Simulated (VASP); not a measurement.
The system is AlN.

```xyz
4
Lattice="3.1110 0.0000 0.0000 -1.5555 2.6942 0.0000 0.0000 0.0000 4.9780" Properties=species:S:1:pos:R:3 pbc="T T T"
Al    0.0000    1.7961    0.0000
Al    1.5555    0.8981    2.4890
N     0.0000    1.7961    1.9165
N     1.5555    0.8981    4.4055
```

| Quantity | Value |
| --- | --- |
| Program | VASP 6.6.1 |
| Task | relaxation of cell and atoms |
| Functional | PBE |
| Potentials or basis | VASP PAW PBE potentials, release 64 (Al, N) |
| Cutoff | 600 eV |
| k mesh | 12 × 12 × 6 |
| Occupations | gaussian, width 0.02 eV |
| Spin | no spin polarisation |

At the start: pressure 3.7 GPa; volume 10.43 Å³/atom.

Question: Where does the relaxation end?

Answer: Over 8 steps the energy falls by 2.9 meV/atom and the volume is 10.62 Å³/atom (+1.9 %); space group P6_3mc (No. 186, to 0.05 Å).

The path:
```
step  energy change (eV)  largest force (eV/Å)  pressure (GPa)  volume (Å³)
   1              0.0000                0.1815            3.66        41.72
   2             -0.0028                0.0748           -3.04        43.18
   3             -0.0108                0.0408           -0.06        42.50
   4             -0.0113                0.0225           -0.05        42.50
   5             -0.0115                0.0009           -0.03        42.51
   6             -0.0115                0.0041           -0.04        42.51
   7             -0.0115                0.0041            0.03        42.49
   8             -0.0115                0.0003            0.00        42.50
```

Final structure:
```
Al N
1.0
     3.12806    0.00000    0.00000
    -1.56403    2.70898    0.00000
     0.00000    0.00000    5.01513
Al N
2 2
Direct
  0.33333 0.66667 0.00174
  0.66667 0.33333 0.50174
  0.33333 0.66667 0.38326
  0.66667 0.33333 0.88326
```
